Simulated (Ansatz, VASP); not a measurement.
Given: the input of a run of Ansatz 0.2.0 on BN.

Contents of input.yaml:

```yaml
crystal:
  lattice:
    - [0.0, 1.813001, 1.813001]
    - [1.813001, 0.0, 1.813001]
    - [1.813001, 1.813001, 0.0]
  atoms:
    - { symbol: "N", position: [0.25, 0.25, 0.25] }
    - { symbol: B, position: [0.0, 0.0, 0.0] }
hamiltonian:
  xc: pbe
  pseudopotentials: { kind: paw }
kpoints:
  mp_grid: { grid: [13, 13, 13] }
  band_path:
    path:
      - [[0.0, 0.0, 0.0], [0.5, 0.0, 0.5], [0.5, 0.25, 0.75], [0.375, 0.375, 0.75], [0.0, 0.0, 0.0], [0.5, 0.5, 0.5], [0.625, 0.25, 0.625], [0.5, 0.25, 0.75], [0.5, 0.5, 0.5], [0.375, 0.375, 0.75]]
      - [[0.625, 0.25, 0.625], [0.5, 0.0, 0.5]]
    npoints: 14
scf:
  occupations: { method: fermi_dirac, width: 0.05 }
  n_extra_bands: 6
output:
  forces: true
  stress: true
  eigenvalues: true
  fatbands: false
```

Potentials or basis: Ansatz PAW.

The run is started by

```bash
$ ansatz run input.yaml --threads 2 --pin off --max-ram 5632MiB --backend cpu --events-out ev --progress --plain --runs-dir out
```

Translate it to VASP 6.6.1. Potentials there: VASP PAW PBE potentials, release 64 (N_GW, B_GW).

As run (the cutoff follows the program's own potentials):

INCAR

```
PREC     = Accurate       # precision mode
ENCUT    = 550            # plane-wave cutoff, eV
EDIFF    = 1E-7           # SCF threshold, eV
ISMEAR   = -1             # smearing method
SIGMA    = 0.05           # smearing width, eV
LREAL    = False          # projectors in reciprocal space
LASPH    = True           # aspherical terms in the spheres
NELM     = 80             # most SCF steps
ALGO     = Fast           # electronic algorithm
ISIF     = 2              # what is computed and relaxed
LWAVE    = False          # write WAVECAR
LCHARG   = False          # write CHGCAR
GGA      = PE             # functional
```

The input KPOINTS:

```
Automatic mesh
0
Gamma
  13 13 13
```

The input POSCAR:

```
BN
1.0
    0.0000000000      1.8130010000      1.8130010000
    1.8130010000      0.0000000000      1.8130010000
    1.8130010000      1.8130010000      0.0000000000
N B
1 1
Direct
    0.2500000000      0.2500000000      0.2500000000
    0.0000000000      0.0000000000      0.0000000000
```

KPOINTS_OPT

```
path GXWKGLUWLK,UX
10
line-mode
reciprocal
 0.0000000000  0.0000000000  0.0000000000  G
 0.5000000000  0.0000000000  0.5000000000  X

 0.5000000000  0.0000000000  0.5000000000  X
 0.5000000000  0.2500000000  0.7500000000  W

 0.5000000000  0.2500000000  0.7500000000  W
 0.3750000000  0.3750000000  0.7500000000  K

 0.3750000000  0.3750000000  0.7500000000  K
 0.0000000000  0.0000000000  0.0000000000  G

 0.0000000000  0.0000000000  0.0000000000  G
 0.5000000000  0.5000000000  0.5000000000  L

 0.5000000000  0.5000000000  0.5000000000  L
 0.6250000000  0.2500000000  0.6250000000  U

 0.6250000000  0.2500000000  0.6250000000  U
 0.5000000000  0.2500000000  0.7500000000  W

 0.5000000000  0.2500000000  0.7500000000  W
 0.5000000000  0.5000000000  0.5000000000  L

 0.5000000000  0.5000000000  0.5000000000  L
 0.3750000000  0.3750000000  0.7500000000  K

 0.6250000000  0.2500000000  0.6250000000  U
 0.5000000000  0.0000000000  0.5000000000  X
```

Potentials or basis: VASP PAW PBE potentials, release 64 (N_GW, B_GW).

Run with:

```bash
$ cat potpaw_PBE.64/N_GW/POTCAR potpaw_PBE.64/B_GW/POTCAR > POTCAR
$ mpirun -np 1 vasp_std > vasp.out
```

Both were run:

|  | VASP | Ansatz | Ansatz less VASP |
| --- | --- | --- | --- |
| gap on the k mesh at the Fermi level (eV) | 4.53 | 4.54 | +0.007 |
| least direct gap on the mesh (eV) | 8.78 | 8.79 | +0.008 |
| gap along the band path (eV) | 4.45 | 4.46 | +0.007 |
| pressure (GPa) | -0.5 | -0.4 | +0.11 |

Caveats: the k mesh misses the band edges, so the gap on the mesh is wider than the one along the path (Ansatz); the pressure holds a Pulay correction of +1.1 GPa for the finite cutoff (Ansatz).
